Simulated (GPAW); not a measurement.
# SnO2 (R-3m) in GPAW: a series of runs, part 2 of 5

GPAW 26.7.0. The steps go on from the part before.

### Step 3. Equation of state, PBEsol

run.py reads:

```python
from ase import Atoms
from ase.eos import EquationOfState
from ase.io import Trajectory
from ase.units import GPa
from gpaw import GPAW, PW, setup_paths

setup_paths.insert(0, '.')

atoms = Atoms(['Sn', 'O', 'O'],
              cell=[[1.6170930752, 0.9336291223, 4.800592584],
                    [-1.6170930752, 0.9336291223, 4.800592584],
                    [0.0, -1.8672582446, 4.800592584]],
              scaled_positions=[[0.5, 0.5, 0.5],
                                [0.76283, 0.76283, 0.76283],
                                [0.23717, 0.23717, 0.23717]],
              pbc=True)

traj = Trajectory('eos.traj', 'w')
volumes, energies = [], []
for x in [0.94, 0.96, 0.98, 1.0, 1.02, 1.04, 1.06]:
    a = atoms.copy()
    a.set_cell(atoms.cell * x**(1 / 3), scale_atoms=True)
    calc = GPAW(mode=PW(800),
                xc='PBEsol',
                kpts={'size': (6, 6, 6), 'gamma': True},
                occupations={'name': 'fermi-dirac', 'width': 0.05},
                nbands=24,
                convergence={'density': 1e-05, 'energy': 1e-05},
                maxiter=150,
                txt=f'eos-{x:.2f}.txt')
    a.calc = calc
    energies.append(a.get_potential_energy(force_consistent=True))
    volumes.append(a.get_volume())
    p = -a.get_stress()[:3].mean() / GPa
    calc.write(f'eos-{x:.2f}.gpw')
    traj.write(a)
    print(f'{x:.2f} {volumes[-1]:10.4f} A^3 {energies[-1]:14.6f} eV {p:9.3f} GPa', flush=True)

v0, e0, B = EquationOfState(volumes, energies, eos='birchmurnaghan').fit()
print(f'V0 = {v0:.4f} A^3, E0 = {e0:.6f} eV, B0 = {B / GPa:.2f} GPa')
```

Potentials or basis: PAW data sets generated in the run's folder for this functional, pw.

On the command line:

```bash
$ gpaw-setup -f PBEsol O Sn
$ OMP_NUM_THREADS=1 python run.py
```

What it wrote:

```text
__  _  _
 | _ |_)|_||  |
 |__||  | ||/\| - 26.7.0

Input parameters:
  mode=PW(ecut=800.0),
  convergence={'density': 1e-05, 'energy': 1e-05},
  kpts=MonkhorstPack(size=(6, 6, 6), gamma=True),
  maxiter=150,
  nbands=24,
  occupations=Occupations(name='fermi-dirac', width=0.05),
  xc=XC(name='PBEsol')

Diagonalizing LCAO Hamiltonian
Converting LCAO to pw mode

       O

       Sn

       O

Atoms  # Å, Bohr magnetons
|   | symbol |         x |         y |         z |    initial magnetic moments |
|---|--------|-----------|-----------|-----------|-----------------------------|
| 0 |     Sn |  0.000000 |  0.000000 |  7.053891 | ( 0.0000,  0.0000,  0.0000) |
| 1 |      O | -0.000000 |  0.000000 | 10.761839 | ( 0.0000,  0.0000,  0.0000) |
| 2 |      O | -0.000000 | -0.000000 |  3.345943 | ( 0.0000,  0.0000,  0.0000) |

Unit cell  # Å
| periodic |         x |         y |        z |  lengths |    angles |
|----------|-----------|-----------|----------|----------|-----------|
|      yes |  1.584082 |  0.914570 | 4.702594 | 5.045804 | 36.593718 |
|      yes | -1.584082 |  0.914570 | 4.702594 | 5.045804 | 36.593718 |
|      yes |  0.000000 | -1.829140 | 4.702594 | 5.045804 | 36.593718 |

Number of symmetries: 12
Symmetry operations  # r_c * U_cc + t_c -> r_c
|    | kind |            matrix            |
|----|------|------------------------------|
|  0 |  E   |  1, 0, 0,  0, 1, 0,  0, 0, 1 |
|  1 |  σ   |  1, 0, 0,  0, 0, 1,  0, 1, 0 |
|  2 |  σ   |  0, 1, 0,  1, 0, 0,  0, 0, 1 |
|  3 |  C3  |  0, 1, 0,  0, 0, 1,  1, 0, 0 |
|  4 |  C3  |  0, 0, 1,  1, 0, 0,  0, 1, 0 |
|  5 |  σ   |  0, 0, 1,  0, 1, 0,  1, 0, 0 |
|  6 |  C2  |  0, 0,-1,  0,-1, 0, -1, 0, 0 |
|  7 |  S6  |  0, 0,-1, -1, 0, 0,  0,-1, 0 |
|  8 |  S6  |  0,-1, 0,  0, 0,-1, -1, 0, 0 |
|  9 |  C2  |  0,-1, 0, -1, 0, 0,  0, 0,-1 |
| 10 |  C2  | -1, 0, 0,  0, 0,-1,  0,-1, 0 |
| 11 |  i   | -1, 0, 0,  0,-1, 0,  0, 0,-1 |

BZ-sampling:
  Number of BZ points: 216
  Number of IBZ points: 32

  Monkhorst-Pack size: [6, 6, 6]
  Monkhorst-Pack shift: [0.08333333333333333, 0.08333333333333333, 0.08333333333333333]

K-points  # in reciprocal-cell coordinates
|     |                                coordinates |     weight |
|-----|--------------------------------------------|------------|
|   0 | (  0.00000000,   0.00000000,   0.00000000) | 0.00462963 |
|   1 | (  0.16666667,   0.00000000,  -0.16666667) | 0.02777778 |
|   2 | (  0.16666667,   0.00000000,   0.00000000) | 0.02777778 |
|   3 | (  0.16666667,   0.16666667,  -0.16666667) | 0.02777778 |
|   4 | (  0.16666667,   0.16666667,   0.00000000) | 0.02777778 |
|   5 | (  0.16666667,   0.16666667,   0.16666667) | 0.00925926 |
|   6 | (  0.33333333,  -0.16666667,  -0.16666667) | 0.02777778 |
|   7 | (  0.33333333,   0.00000000,  -0.33333333) | 0.02777778 |
|   8 | (  0.33333333,   0.00000000,  -0.16666667) | 0.05555556 |
|   9 | (  0.33333333,   0.00000000,   0.00000000) | 0.02777778 |
| ... |                                            |            |
|  31 | (  0.50000000,   0.50000000,   0.50000000) | 0.00462963 |

Plane wave coefficients: 2127
Cutoff: 800.0 eV

Spin-components: 1 (collinear spins)
Bands:           24
Projectors:      16
Spin-degeneracy: 2
Datatype:        complex128

Parallelization:
  kpt:    1
  domain: 1
  band:   1

Density:
  Valence electrons: 26.0
  Components: 1
  Grid points: [35 35 35]
  Charge: 0.0  # |e|

Potential:
  Grid points: [35 35 35]

species:
  Sn:
    name:    Tin
    Z:       50.0
    valence: 14
    core:    36
    charge:  0.0  # [|e|]
    compensation charges:
      type: gauss
      rc: 0.38  # [Å]
      lmax: 2
    cutoffs:
      filter: 2.23  # [Å]
      core: 2.35  # [Å]
    projectors
    | kind |    occ | energy [eV] | rcut [Å] |
    |------|--------|-------------|----------|
    |   5s |  2.000 |     -10.584 |    1.201 |
    |   5p |  2.000 |      -3.711 |    1.270 |
    |   4d | 10.000 |     -25.798 |    1.185 |
    |    s |        |      16.628 |    1.201 |
    |    p |        |      23.501 |    1.270 |
    |    d |        |       1.413 |    1.185 |

    Using partial waves for Sn as LCAO basis

  O:
    name:    Oxygen
    Z:       8.0
    valence: 6
    core:    2
    charge:  0.0  # [|e|]
    compensation charges:
      type: gauss
      rc: 0.21  # [Å]
      lmax: 2
    cutoffs:
      filter: 1.17  # [Å]
      core: 0.83  # [Å]
    projectors
    | kind |    occ | energy [eV] | rcut [Å] |
    |------|--------|-------------|----------|
    |   2s |  2.000 |     -23.808 |    0.688 |
    |   2p |  4.000 |      -8.972 |    0.598 |
    |    s |        |       3.404 |    0.688 |
    |    p |        |      18.239 |    0.598 |
    |    d |        |       0.000 |    0.619 |

    Using partial waves for O as LCAO basis

Reference energy: -172003.837218  # eV

eigensolver:
  PPCG
  Converge bands: occupied
  niter=2

density mixing:
  MSR1-Mixer
  Pratt-step length: 0.05
  Maximum mixing coefficient: 0.75
  Old densities: 10
  SVD Regularization: 0.005
  Good broyden scale: 1.0
  Trust region scale: 1.0
  Backstep threshold: 4.0
  History deletion threshold: 6.0
  Fourier metric: weight=20.0, sigma=0.015

occupation numbers:
  Fermi-Dirac:
    width: 0.0500  # eV

poisson solver:
  ecut: 6400.0  # eV

xc functional:
  name: PBEsol with 2 nearest neighbor stencil

convergence criteria:
- Maximum integral of absolute [dens]ity change: 1e-05 electrons / valence electron
- Maximum [total energy] change in last 3 cyles: 1e-05 eV / valence electron
- Maximum integral of absolute [eigenst]ate change: 4e-08 eV^2 / valence electron
maximum number of iterations: 150

SCF iterations
|iter     | |      energy | eigst |  dens |
|---------|-|-------------|-------|-------|
|iter:   1| |  -22.731063 | +0.21 |       |
|iter:   2| |  -22.010337 | -1.66 | -0.90 |
|iter:   3| |  -20.094641 | -0.85 | -0.96 |
|iter:   4| |  -20.082211 | -3.19 | -1.53 |
|iter:   5| |  -20.081705 | -3.38 | -1.81 |
|iter:   6| |  -20.081843 | -5.07 | -2.94 |
|iter:   7| |  -20.081875c| -5.75 | -3.35 |
|iter:   8| |  -20.081876c| -7.51c| -4.41 |
|iter:   9| |  -20.081876c| -7.55c| -4.89 |
|iter:  10| |  -20.081876c| -8.30c| -5.78c|

Converged in 10 steps
Energy contributions relative to reference atoms: (reference = -172003.837218)

Energy contributions:
  Kinetic:          35.774627
  Coulomb:         -32.293487
  Zero:              0.110740
  External:          0.000000
  Xc:              -23.673756
  Entropy:          -0.000000
  Spinorbit:         0.000000
  ----------------------------
  Free energy:     -20.081876
  Extrapolated:    -20.081876

dipole moment: (-0.000000, 0.000000, 0.000012)  # |e|*Ang

Fermi level: 4.791
Eigenvalues  # (at kpt = [0.000, 0.000, 0.000])
| band index |      eig [eV] | occ [0-2] |
|------------|---------------|-----------|
|          0 |       -16.217 |     2.000 |
|        ... |               |           |
|          5 |       -14.372 |     2.000 |
|          6 |       -12.441 |     2.000 |
|          7 |        -0.200 |     2.000 |
|          8 |         2.396 |     2.000 |
|          9 |         2.396 |     2.000 |
|         10 |         2.876 |     2.000 |
[... 8 lines left out ...]
|         19 |        21.208 |     0.000 |
|         20 |        21.263 |     0.000 |
|        ... |               |           |
|         23 |        28.206 |     0.000 |

Gap: 2.297 eV
Transition (v -> c):
  (s=0, k=28, n=12, [0.50, 0.50, 0.00]) -> (s=0, k=0, n=13, [0.00, 0.00, 0.00])
Direct/indirect transitions are different
Direct gap: 2.469 eV
Transition at: (s=0, k=0, n=12, [0.00, 0.00, 0.00])

Stress tensor  # eV/Ang^3
|         x |         y |         z |
|-----------|-----------|-----------|
| -0.025454 |  0.000000 | -0.000000 |
|  0.000000 | -0.025454 | -0.000000 |
| -0.000000 | -0.000000 | -0.005759 |

# Writing to eos-0.94.gpw (mode='')
```

Wall time 12 min (1 thread of Intel Xeon at 2.70GHz, shared host); peak memory 0.38 GiB.

What came out:

```yaml
Equilibrium_volume: 13.89 Å³/atom
Bulk_modulus_at_fixed_shape_and_positions: 158 GPa
Pressure_derivative_of_the_bulk_modulus: 4.8
```

Energy against volume, from the lowest point:
```tsv
volume (Å³/atom)	energy (meV/atom)
13.626	2.52
13.916	0.00
14.206	3.37
14.496	12.00
14.785	25.30
15.075	42.72
15.365	63.79
```

Caveat: the k mesh is coarse (spacing up to 0.38 Å⁻¹), so the values aren't converged; the cell was scaled at fixed shape and fractional positions, which overstates the stiffness of a crystal with free parameters, most of all of layers and chains; the program warned that so skewed a cell can give wrong results.

### Step 4. Band structure, LDA

run.py reads:

```python
from ase import Atoms
from ase.dft.bandgap import bandgap
from ase.io import write
from ase.units import GPa
from gpaw import GPAW, PW

atoms = Atoms(['Sn', 'O', 'O'],
              cell=[[1.6170930752, 0.9336291223, 4.800592584],
                    [-1.6170930752, 0.9336291223, 4.800592584],
                    [0.0, -1.8672582446, 4.800592584]],
              scaled_positions=[[0.5, 0.5, 0.5],
                                [0.76283, 0.76283, 0.76283],
                                [0.23717, 0.23717, 0.23717]],
              pbc=True)

calc = GPAW(mode=PW(800),
            xc='LDA',
            kpts={'size': (6, 6, 6), 'gamma': True},
            occupations={'name': 'fermi-dirac', 'width': 0.05},
            nbands=24,
            convergence={'density': 1e-05, 'energy': 1e-05},
            maxiter=150,
            txt='gpaw.txt')
atoms.calc = calc
energy = atoms.get_potential_energy()
forces = atoms.get_forces()
stress = atoms.get_stress()
calc.write('gs.gpw')
write('result.traj', atoms)
print(f'Energy: {energy:.6f} eV')
print('Forces (eV/A):')
print(forces.round(4))
print('Stress (GPa):', (stress / GPa).round(3))
print('Fermi level:', round(calc.get_fermi_level(), 4), 'eV')
print(f'Gap: {bandgap(calc)[0]:.4f} eV, direct: {bandgap(calc, direct=True)[0]:.4f} eV')

path = atoms.cell.bandpath('GLB1,BZGX,QFP1Z,LP', npoints=60, eps=1e-4)
bs_calc = calc.fixed_density(kpts=path, symmetry='off', nbands=36,
                             convergence={'bands': 'CBM+6.0', 'eigenstates': 1e-6}, txt='bands.txt')
bs = bs_calc.band_structure()
bs.write('bs.json')
print(f'Gap on the path: {bandgap(bs_calc)[0]:.4f} eV')
```

Potentials or basis: the program's PAW data sets (release 1.2.1) made for this functional, pw.

On the command line:

```bash
$ OMP_NUM_THREADS=1 python run.py
```

gpaw.txt:

```text
__  _  _
 | _ |_)|_||  |
 |__||  | ||/\| - 26.7.0

Input parameters:
  mode=PW(ecut=800.0),
  convergence={'density': 1e-05, 'energy': 1e-05},
  kpts=MonkhorstPack(size=(6, 6, 6), gamma=True),
  maxiter=150,
  nbands=24,
  occupations=Occupations(name='fermi-dirac', width=0.05),
  xc=XC(name='LDA')

Diagonalizing LCAO Hamiltonian
Converting LCAO to pw mode

       O

       Sn

       O

Atoms  # Å, Bohr magnetons
|   | symbol |         x |         y |         z |    initial magnetic moments |
|---|--------|-----------|-----------|-----------|-----------------------------|
| 0 |     Sn |  0.000000 |  0.000000 |  7.200889 | ( 0.0000,  0.0000,  0.0000) |
| 1 |      O | -0.000000 |  0.000000 | 10.986108 | ( 0.0000,  0.0000,  0.0000) |
| 2 |      O | -0.000000 | -0.000000 |  3.415670 | ( 0.0000,  0.0000,  0.0000) |

Unit cell  # Å
| periodic |         x |         y |        z |  lengths |    angles |
|----------|-----------|-----------|----------|----------|-----------|
|      yes |  1.617093 |  0.933629 | 4.800593 | 5.150955 | 36.593718 |
|      yes | -1.617093 |  0.933629 | 4.800593 | 5.150955 | 36.593718 |
|      yes |  0.000000 | -1.867258 | 4.800593 | 5.150955 | 36.593718 |

Number of symmetries: 12
Symmetry operations  # r_c * U_cc + t_c -> r_c
|    | kind |            matrix            |
|----|------|------------------------------|
|  0 |  E   |  1, 0, 0,  0, 1, 0,  0, 0, 1 |
|  1 |  σ   |  1, 0, 0,  0, 0, 1,  0, 1, 0 |
|  2 |  σ   |  0, 1, 0,  1, 0, 0,  0, 0, 1 |
|  3 |  C3  |  0, 1, 0,  0, 0, 1,  1, 0, 0 |
|  4 |  C3  |  0, 0, 1,  1, 0, 0,  0, 1, 0 |
|  5 |  σ   |  0, 0, 1,  0, 1, 0,  1, 0, 0 |
|  6 |  C2  |  0, 0,-1,  0,-1, 0, -1, 0, 0 |
|  7 |  S6  |  0, 0,-1, -1, 0, 0,  0,-1, 0 |
|  8 |  S6  |  0,-1, 0,  0, 0,-1, -1, 0, 0 |
|  9 |  C2  |  0,-1, 0, -1, 0, 0,  0, 0,-1 |
| 10 |  C2  | -1, 0, 0,  0, 0,-1,  0,-1, 0 |
| 11 |  i   | -1, 0, 0,  0,-1, 0,  0, 0,-1 |

BZ-sampling:
  Number of BZ points: 216
  Number of IBZ points: 32

  Monkhorst-Pack size: [6, 6, 6]
  Monkhorst-Pack shift: [0.08333333333333333, 0.08333333333333333, 0.08333333333333333]

K-points  # in reciprocal-cell coordinates
|     |                                coordinates |     weight |
|-----|--------------------------------------------|------------|
|   0 | (  0.00000000,   0.00000000,   0.00000000) | 0.00462963 |
|   1 | (  0.16666667,   0.00000000,  -0.16666667) | 0.02777778 |
|   2 | (  0.16666667,   0.00000000,   0.00000000) | 0.02777778 |
|   3 | (  0.16666667,   0.16666667,  -0.16666667) | 0.02777778 |
|   4 | (  0.16666667,   0.16666667,   0.00000000) | 0.02777778 |
|   5 | (  0.16666667,   0.16666667,   0.16666667) | 0.00925926 |
|   6 | (  0.33333333,  -0.16666667,  -0.16666667) | 0.02777778 |
|   7 | (  0.33333333,   0.00000000,  -0.33333333) | 0.02777778 |
|   8 | (  0.33333333,   0.00000000,  -0.16666667) | 0.05555556 |
|   9 | (  0.33333333,   0.00000000,   0.00000000) | 0.02777778 |
[... 75 lines left out ...]

Reference energy: -171921.402948  # eV

eigensolver:
  PPCG
  Converge bands: occupied
  niter=2

density mixing:
  MSR1-Mixer
  Pratt-step length: 0.05
  Maximum mixing coefficient: 0.75
  Old densities: 10
  SVD Regularization: 0.005
  Good broyden scale: 1.0
  Trust region scale: 1.0
  Backstep threshold: 4.0
  History deletion threshold: 6.0
  Fourier metric: weight=20.0, sigma=0.015

occupation numbers:
  Fermi-Dirac:
    width: 0.0500  # eV

poisson solver:
  ecut: 6400.0  # eV

xc functional:
  name: None

convergence criteria:
- Maximum integral of absolute [dens]ity change: 1e-05 electrons / valence electron
- Maximum [total energy] change in last 3 cyles: 1e-05 eV / valence electron
- Maximum integral of absolute [eigenst]ate change: 4e-08 eV^2 / valence electron
maximum number of iterations: 150

SCF iterations
|iter     | |      energy | eigst |  dens |
|---------|-|-------------|-------|-------|
|iter:   1| |  -23.957212 | +0.19 |       |
|iter:   2| |  -23.205340 | -1.65 | -0.90 |
|iter:   3| |  -21.287399 | -0.87 | -0.96 |
|iter:   4| |  -21.259753 | -3.27 | -1.52 |
|iter:   5| |  -21.251661 | -3.48 | -1.80 |
|iter:   6| |  -21.251681 | -5.26 | -2.96 |
|iter:   7| |  -21.251690c| -5.96 | -3.36 |
|iter:   8| |  -21.251690c| -7.88c| -4.51 |
|iter:   9| |  -21.251690c| -7.96c| -5.01c|

Converged in 9 steps
Energy contributions relative to reference atoms: (reference = -171921.402948)

Energy contributions:
  Kinetic:          23.273309
  Coulomb:         -22.035148
  Zero:              0.109373
  External:          0.000000
  Xc:              -22.599225
  Entropy:          -0.000000
  Spinorbit:         0.000000
  ----------------------------
  Free energy:     -21.251690
  Extrapolated:    -21.251690

dipole moment: (0.000000, 0.000000, 0.000012)  # |e|*Ang

Fermi level: 3.849
Eigenvalues  # (at kpt = [0.000, 0.000, 0.000])
| band index |      eig [eV] | occ [0-2] |
|------------|---------------|-----------|
|          0 |       -16.977 |     2.000 |
|        ... |               |           |
|          5 |       -14.822 |     2.000 |
|          6 |       -12.929 |     2.000 |
|          7 |        -1.039 |     2.000 |
|          8 |         1.578 |     2.000 |
|          9 |         1.578 |     2.000 |
|         10 |         1.987 |     2.000 |
[... 8 lines left out ...]
|         19 |        19.792 |     0.000 |
|         20 |        19.972 |     0.000 |
|        ... |               |           |
|         23 |        26.331 |     0.000 |

Gap: 1.789 eV
Transition (v -> c):
  (s=0, k=1, n=12, [0.17, 0.00, -0.17]) -> (s=0, k=0, n=13, [0.00, 0.00, 0.00])
Direct/indirect transitions are different
Direct gap: 1.913 eV
Transition at: (s=0, k=0, n=12, [0.00, 0.00, 0.00])

Forces  # eV/Ang
|        x |        y |        z |
|----------|----------|----------|
|  0.00000 |  0.00000 |  0.00000 |  # Sn   0
|  0.00000 |  0.00000 |  0.78648 |  # O    1
| -0.00000 | -0.00000 | -0.78648 |  # O    2

Stress tensor  # eV/Ang^3
|         x |         y |        z |
|-----------|-----------|----------|
|  0.073132 | -0.000000 | 0.000000 |
| -0.000000 |  0.073132 | 0.000000 |
|  0.000000 |  0.000000 | 0.052026 |

# Writing to gs.gpw (mode='')
```

stdout:

```text
<dir> UserWarning: The angles between your unit-cell vectors are 36.6, 36.6 and 36.6 degrees.  Results may be wrong!  Please Niggli-reduce your unit-cell so that the angles are closer to 90 degrees:

  from ase.build import niggli_reduce
  niggli_reduce(atoms)

  warnings.warn(
Energy: -21.251690 eV
Forces (eV/A):
[[ 0.      0.      0.    ]
 [ 0.      0.      0.7865]
 [-0.     -0.     -0.7865]]
Stress (GPa): [11.717 11.717  8.336  0.     0.    -0.   ]
Fermi level: 3.8488 eV
Gap: 1.7889 eV, direct: 1.9128 eV
Gap on the path: 1.7865 eV
```

bands.txt:

```text
Diagonalizing LCAO Hamiltonian
Converting LCAO to pw mode
convergence criteria:
- Maximum integral of absolute [eigenst]ate change: 1e-06 eV^2 / valence electron
maximum number of iterations: 150

SCF iterations
|iter     | |      energy | eigst |  dens |
|---------|-|-------------|-------|-------|
|iter:   1| |             | +0.75 |       |
[... 65 lines left out ...]
         [ 0.53423531,  0.53423531,  0.43152937],
         [ 0.51711766,  0.51711766,  0.46576469],
         [ 0.5       ,  0.5       ,  0.5       ],
         [ 0.5       ,  0.        ,  0.        ],
         [ 0.57702945,  0.08648527,  0.08648527],
         [ 0.65405891,  0.17297055,  0.17297055],
         [ 0.73108836,  0.25945582,  0.25945582],
         [ 0.80811782,  0.34594109,  0.34594109]])),
  maxiter=150,
  nbands=36,
  occupations=Occupations(name='fermi-dirac', width=0.05),
  symmetry=Symmetry(point_group=False, time_reversal=False),
  xc=XC(name='LDA')
```

Wall time 3.7 min (1 thread of Intel Xeon at 2.70GHz, shared host); peak memory 0.38 GiB.

Results:

```yaml
Free_energy: -21.2517 eV
Pressure: -10.6 GPa
Largest_force: 0.786 eV/Å
Band_gap_on_the_k_mesh: 1.79 eV, indirect (least direct gap 1.91 eV)
Band_gap_along_the_path: 1.79 eV, indirect (least direct gap 1.91 eV)
```

Forces in eV/Å, atoms in the order of the input:
```
Sn   0.000  0.000  0.000
O    0.000  0.000  0.786
O    0.000  0.000 -0.786
```

Stress tensor (GPa, compression positive):
```
-11.72   0.00   0.00
  0.00 -11.72   0.00
  0.00   0.00  -8.34
```

Levels at the corners of the path, in eV from the valence-band top:
```
point  band 9  band 10  band 11  band 12  band 13  band 14  band 15
    Γ   -1.30    -1.30    -0.89    -0.89    -0.13     1.79     5.50
    L   -4.19    -2.98    -1.49    -0.60    -0.57     5.13     7.52
   B1   -3.89    -3.52    -2.57    -0.30    -0.29     5.80     9.13
    B   -3.89    -3.52    -2.57    -0.30    -0.29     5.80     9.13
    Z   -1.36    -1.36    -1.32    -0.84    -0.84     3.07     5.45
    Γ   -1.30    -1.30    -0.89    -0.89    -0.13     1.79     5.50
    X   -3.73    -3.66    -2.64    -0.30    -0.30     5.83     9.14
    Q   -3.73    -3.66    -2.64    -0.30    -0.30     5.83     9.14
    F   -4.42    -3.08    -1.15    -0.46    -0.02     4.85     6.70
   P1   -4.33    -3.04    -1.19    -0.49    -0.21     4.92     6.96
    Z   -1.36    -1.36    -1.32    -0.84    -0.84     3.07     5.45
    L   -4.19    -2.98    -1.49    -0.60    -0.57     5.13     7.52
    P   -4.33    -3.04    -1.19    -0.49    -0.21     4.92     6.96
```

Caveat: spin-orbit coupling is left out, which moves the levels of the heavy elements; the program warned that so skewed a cell can give wrong results. LDA gaps usually lie below the measured ones, often by a third to a half.

(Part 2 of 5 ends here.)
